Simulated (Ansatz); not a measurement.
Si (Fd-3m) under several functionals

Plane-wave DFT in Ansatz with scalar-relativistic PAW potentials. The same structure was relaxed (cell and atoms, symmetry kept) in separate runs at each level. No spin polarisation.

| level | cutoff (eV) | k mesh | V (Å³/atom) | a (Å) | gap (eV) |
| --- | --- | --- | --- | --- | --- |
| LDA | 420 | 12×12×12 | 19.704 | 5.402 | 0.44 |
| r2SCAN | 500 | 8×8×8 | 20.165 | 5.444 | 0.81 |
| PBE | 420 | 8×8×8 | 20.459 | 5.470 | 0.65 |

Where does PBEsol (420 eV, k mesh 12×12×12) fall?

V (Å³/atom) 20.055, a (Å) 5.434, gap (eV) 0.46. Its volume is between those of LDA and r2SCAN. The usual order of volumes, LDA < PBEsol < PBE, holds here (19.704, 20.055, 20.459 Å³/atom). As a rule LDA overbinds; PBEsol, built on the gradient expansion of slowly varying densities, lies between LDA and PBE; PBE's stronger gradient term for exchange weakens bonds. r2SCAN lies 1.4 % under PBE in volume. Each gap belongs to its own cell, so it mixes the functional's effect with that of the volume; gaps are the least found on the k mesh or on a band path.

Cost: 4 runs of about 0.36 core-minutes in all, on Intel Xeon Platinum 8259CL (Skylake/Cascade Lake), Intel Xeon 6975P-C (Granite Rapids), AMD EPYC 7R43 (Zen 3) (shared hosts).